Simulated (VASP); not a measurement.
Input of a VASP 6.6.1 run:

File INCAR:

```
SYSTEM = Si2Mo
PREC = Accurate
ENCUT = 520
EDIFF = 1E-7
ISMEAR = -1
SIGMA = 0.05
LREAL = .False.
LASPH = .True.
NELM = 80
ALGO = Normal
ISIF = 2
LWAVE = .False.
LCHARG = .False.
GGA = PS
NBANDS = 18
```

File KPOINTS:

```
regular mesh
0
Gamma
  12 12 12
  0 0 0
```

The input POSCAR:

```
Si2Mo
1.0
   -1.6000000000      1.6000000000      3.9305000000
    1.6000000000     -1.6000000000      3.9305000000
    1.6000000000      1.6000000000     -3.9305000000
Mo Si
1 2
Direct
    0.0000000000      0.0000000000      0.0000000000
    0.6670000000      0.6670000000      0.0000000000
    0.3330000000      0.3330000000      0.0000000000
```

Potentials or basis: VASP PAW PBE potentials, release 64 (Mo_sv, Si).

Launch:

```bash
$ cat potpaw_PBE.64/Mo_sv/POTCAR potpaw_PBE.64/Si/POTCAR > POTCAR
$ mpirun -np 1 vasp_std > vasp.out
```

Task: What does it give for the largest force?

Result: 0.322 eV/Å.

Task: What does it give for the band gap on the k mesh?

Result: None (metal or under the smearing width).

Task: Estimate the pressure.

Result: -2.4 GPa.

Stress tensor (GPa, compression positive):
```
-1.96  0.00  0.00
 0.00 -1.96  0.00
 0.00  0.00 -3.20
```

Caveat: the PAW data sets were made with another functional, which shifts forces and pressure a little.
